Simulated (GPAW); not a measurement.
Runs of GPAW 26.7.0 on NiO. It takes space group Fm-3m (No. 225, cubic). Conventional cell: a = 4.172 Å, b = 4.172 Å, c = 4.172 Å, α = 90.00°, β = 90.00°, γ = 90.00°. Around Ni (site symmetry m-3m) lie 6 O at 2.09 Å. O (site symmetry m-3m) has 6 Ni at 2.09 Å as nearest neighbours. 

```csv
task,level,potentials or basis,U,cell,k mesh,cutoff (eV),smearing,response ecut,kernel,over volumes,N frequencies,skip gamma,mesh quality,gap on the mesh (eV),pressure (GPa),moment (μB)
RPA correlation energy,LDA+U,"the program's PAW data sets (release 1.2.1) made for this functional, pw",Ni d U = 4.5 eV,as given,5 × 5 × 5,550,fermi-dirac 0.001 eV,250 eV,RPA,no,16,no,coarse,-,-,2.00
single point,PBE,"GPAW PAW data sets (gpaw-data 1.2.1), pw",-,as given,11 × 11 × 11,800,fermi-dirac 0.05 eV,-,-,-,-,-,not flagged,none,9.5,(b)
single point,PBE+U,"GPAW PAW data sets (gpaw-data 1.2.1), pw",Ni d U = 1 eV,as given,9 × 9 × 9,600,fermi-dirac 0.01 eV,-,-,-,-,-,not flagged,none,7.9,(a)
single point,PBE,"SG15 ONCV 1.2, pw",-,volume scaled by 0.92,9 × 9 × 9,800,fermi-dirac 0.01 eV,-,-,-,-,-,not flagged,none,1.0,1.09
```

Alike in all rows: spin collinear, ferromagnetic start.

Task: Fill in the values left out.

Result: (a) 1.98; (b) 1.70.

Caveats: some runs use coarse meshes; a cell with one magnetic atom can't hold antiferromagnetic order, which such compounds often take; the stock nickel data set gives pressures a few GPa off other programs (some runs); semilocal functionals often make such compounds metallic where correlation or magnetic order opens a gap, which also shifts bond lengths (some runs); the long-wavelength limit can be off by several per cent where d states take part (some runs); the response cutoff is short for absolute correlation energies (some runs); response on these states lacks terms of the Hamiltonian (some runs); an odd mesh through Γ misses points on the zone boundary, where band edges often lie (some runs).

A gap of «none» marks a metal or a gap under the smearing width.

The runs don't all hold the same shells in valence.
